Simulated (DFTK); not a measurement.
## ZrC in DFTK: the effect of Hubbard term

The system is ZrC.

```xyz
2
Lattice="0.0000 2.3650 2.3650 2.3650 0.0000 2.3650 2.3650 2.3650 0.0000" Properties=species:S:1:pos:R:3 pbc="T T T"
Zr    2.3650    2.3650    2.3650
C     0.0000    0.0000    0.0000
```

Alike in all runs:

| Item | Value |
| --- | --- |
| Program | DFTK 0.8.2 |
| Task | single point |
| Functional | PBEsol |
| Potentials or basis | dojo.nc.sr.pbesol.v0_4_1.standard.upf (PBEsol) |
| Cutoff | 1116 eV |
| k mesh | 5 × 5 × 5 |
| Occupations | fermi-dirac, width 0.05 eV |
| Spin | no spin polarisation |
| Start of the occupations | half filled (the program's default) |
| Valence electrons | C 4, Zr 12 |
| SCF tolerance on the density | 1e-06 |
| Symmetries used | no |

```csv
Hubbard term,pressure (GPa)
Zr d U = 0 eV,-8.4
Zr d U = 1.5 eV,-5.9
Zr d U = 3 eV,-3.6
Zr d U = 4.5 eV,-1.2
Zr d U = 6 eV,1.5
Zr d U = 8 eV,?
```

What does the run with Hubbard term Zr d U = 8 eV give?

Pressure 5.6 GPa.

Worked out: A straight line through the other rows of the pressure, of slope 1.63 GPa per eV, extrapolates to 4.6 GPa, against the run's 5.6.

Caveats: all runs use coarse meshes; the Hubbard orbitals reach further out than in other programs, which can move energies by up to some tens of meV an atom; U without spin polarisation on a metal has little footing; the U is typed as a test and isn't derived for this compound.

Runs at the PBE level aren't shown here.
